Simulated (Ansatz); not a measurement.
Runs of Ansatz 0.2.0 on MnO2. It takes space group P-3m1 (No. 164, trigonal). The conventional cell has a = 2.857 Å, b = 2.857 Å, c = 4.601 Å, α = 90.00°, β = 90.00°, γ = 120.00°. Mn (site symmetry -3m) is surrounded by 6 O at 1.90 Å. O (site symmetry 3m) has 3 Mn at 1.90 Å as nearest neighbours. Measurements of this composition are mostly on another form, of space group No. 136.

```tsv
level	gap on the mesh (eV)	pressure (GPa)	moment (μB)	relaxed volume (Å³/atom)
revPBE+D4	0.94	0.0	3.00	10.48
RPBE+D3(BJ)	1.01	0.0	3.00	(a)
revPBE+D3(BJ)	1.00	0.0	3.00	10.88
RPBE+D4	1.00	0.0	3.00	(b)
```

Alike in all rows: task relaxation of cell and atoms; potentials or basis Ansatz PAW; spin collinear, ferromagnetic start; cell relaxed; k mesh 11 × 11 × 6; cutoff (eV) 420; smearing fermi-dirac 0.05 eV.

Problem. Fill in the values left out.

Solution. (a) 10.84; (b) 10.61.

Caveats: odd divisions of the mesh miss points on the zone boundary, where band edges often lie, so the gap on the mesh can be too wide; the plane-wave basis is chosen anew once the cell has moved, so the energies of steps on either side of that aren't comparable; a cell with one magnetic atom can't hold antiferromagnetic order, which such compounds often take; the PAW data sets come from PBE, with cores solved anew for the run's functional, which leaves a small shift of forces and pressure.

A k mesh can miss the band edges.

Runs at the PBE level aren't shown here.
